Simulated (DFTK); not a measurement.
Runs of DFTK 0.8.2 on Mo. The structure is cubic, space group Im-3m (No. 229). Conventional cell: a = 3.168 Å, b = 3.168 Å, c = 3.168 Å, α = 90.00°, β = 90.00°, γ = 90.00°. Around Mo (site symmetry m-3m) lie 8 Mo at 2.74 Å. 

| task | level | potentials or basis | k mesh | cutoff (eV) | valence electrons | SCF solver | gap on the mesh (eV) | V0 of scaled cells (Å³/atom) | B0 (GPa) |
| --- | --- | --- | --- | --- | --- | --- | --- | --- | --- |
| equation of state | AM05 | SG15 1.2 (PBE) | 9 × 9 × 9 | 1225 | Mo 14 | - | - | (b) | 287 |
| band structure | BJ06 | SG15 1.2 (PBE) | 10 × 10 × 10 | 1225 | Mo 14 | ScfAndersonSolver | none | - | - |
| band structure | TASK | in-house norm-conserving set (r2SCAN, scalar relativistic) | 11 × 11 × 11 | 1088 | Mo 14 | ScfAndersonSolver | none | - | - |
| equation of state | LDA | cp2k.nc.sr.lda.v0_1.largecore.gth (LDA, GTH, large core) | 11 × 11 × 11 | 1116 | Mo 6 | - | - | 15.40 | (a) |
| equation of state | BLYP | dojo.nc.sr.pbe.v0_4_1.standard.upf (PBE) | 9 × 9 × 9 | 1088 | Mo 14 | - | - | 16.42 | 236 |

Alike in all rows: no spin polarisation; cell as given; smearing fermi-dirac 0.05 eV.

**Question.** Fill in the values left out.

**Answer.** (a) 272; (b) 15.27.

Caveats: the potentials were made for another functional, which shifts forces and pressure (some runs); the program leaves the constant c of mgga_x_tb09 at 1, so the potential is Becke-Johnson's (BJ06) and not Tran and Blaha's, with levels but no total energy (some runs); GTH potentials come without recommended cutoffs, and this one wasn't checked for convergence (some runs); this set keeps more shells in the core, which shifts pressures and gaps (some runs).

A k mesh can miss the band edges, and the runs leave out spin-orbit coupling on Mo.

A gap of «none» marks a metal or a gap under the smearing width.
